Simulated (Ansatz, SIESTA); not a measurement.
Given: the input of a run of SIESTA 5.4.2 on MoS2. Atoms were shifted at random by some hundredths of an Å from the given cell, which wasn't relaxed again for these runs. 

MoS2.fdf

```
SystemName                      MoS2
SystemLabel                     MoS2
NumberOfSpecies                 2
NumberOfAtoms                   3
%block ChemicalSpeciesLabel
  1  42 Mo
  2  16 S
%endblock ChemicalSpeciesLabel

LatticeConstant                 1.0 Ang
%block LatticeVectors
     1.5855000000     0.9153888518     6.1149966667
    -1.5855000000     0.9153888518     6.1149966667
     0.0000000000    -1.8307777036     6.1149966667
%endblock LatticeVectors
AtomicCoordinatesFormat         Fractional
%block AtomicCoordinatesAndAtomicSpecies
     0.0052620000    -0.0115280000     0.0065370000  1  Mo
     0.2490960000     0.2571700000     0.2399380000  2  S
     0.7417570000     0.7326440000     0.7698040000  2  S
%endblock AtomicCoordinatesAndAtomicSpecies

%block kgrid.MonkhorstPack
   10   0   0  0.0
    0  10   0  0.0
    0   0  10  0.0
%endblock kgrid.MonkhorstPack
XC.Functional                   GGA
XC.Authors                      PBEsol
PAO.BasisSize                   DZP
PAO.EnergyShift                 0.003 Ry
Mesh.Cutoff                     800 Ry
OccupationFunction              FD
ElectronicTemperature           0.05 eV
MaxSCFIterations                120
SCF.MustConverge                false
SCF.Mixer.Method                Pulay
SCF.Mixer.Weight                0.25
SCF.Mixer.History               8
SCF.DM.Tolerance                5.0e-05
SCF.H.Tolerance                 1.0e-03 eV
WriteForces                     true
Charge.Mulliken                 end
%block PAO.Basis
  Mo 5
  n=4 0 2
    3.234 0.000
  n=5 0 2
    8.897 0.000
  n=4 1 2
    3.729 0.000
  n=5 1 1
    8.897
  n=4 2 2
    6.735 0.000
%endblock PAO.Basis
```

Potentials or basis: PseudoDojo 0.4 standard (PBEsol files), converted to PSML, two zetas on semicore shells, DZP (energy shift 0.003 Ry; two zetas on semicore shells).

The run is started by

```console
$ siesta MoS2.fdf > MoS2.out 2>&1
```

**Question.** Translate it to Ansatz 0.2.0. Potentials or basis there: Ansatz PAW, cutoff 420 eV.

**Answer.** As run (cutoffs and basis follow the program's own potentials, and thresholds, step limits or extra output files can differ):

Contents of input.yaml:

```yaml
crystal:
  lattice:
    - [1.5855, 0.9153888518, 6.1149966667]
    - [-1.5855, 0.9153888518, 6.1149966667]
    - [0.0, -1.8307777036, 6.1149966667]
  atoms:
    - { symbol: Mo, position: [0.005262, -0.011528, 0.006537] }
    - { symbol: S, position: [0.249096, 0.25717, 0.239938] }
    - { symbol: S, position: [0.741757, 0.732644, 0.769804] }
hamiltonian:
  xc: pbesol
  pseudopotentials: { kind: paw }
kpoints:
  mp_grid: { grid: [10, 10, 10] }
scf:
  occupations: { method: fermi_dirac, width: 0.05 }
output:
  forces: true
  stress: true
  eigenvalues: true
```

Potentials or basis: Ansatz PAW.

The run is started by

```bash
$ ansatz run input.yaml --threads 1 --pin off --max-ram 3584MiB --backend cpu --events-out ev --progress --plain --runs-dir out
```

Both were run:

|  | SIESTA | Ansatz |
| --- | --- | --- |
| Pressure | 6.9 GPa | 3.8 GPa |
| Largest force | 1.773 eV/Å | 1.354 eV/Å |
| Energy over the undisturbed cell | 16.5 meV/atom | 14.4 meV/atom |

Ansatz's pressure holds a Pulay term of +0.01 GPa for its cutoff of 420 eV, which the other run lacks.

Ansatz's potentials were made for PBE.

Where Ansatz's input types no cutoff or centring, it takes its own default and a Γ-centred mesh.

The two runs disagree by more than potentials and bases usually give (in gap, levels, pressure or energy); the cause wasn't traced.

Pressure is positive in compression.
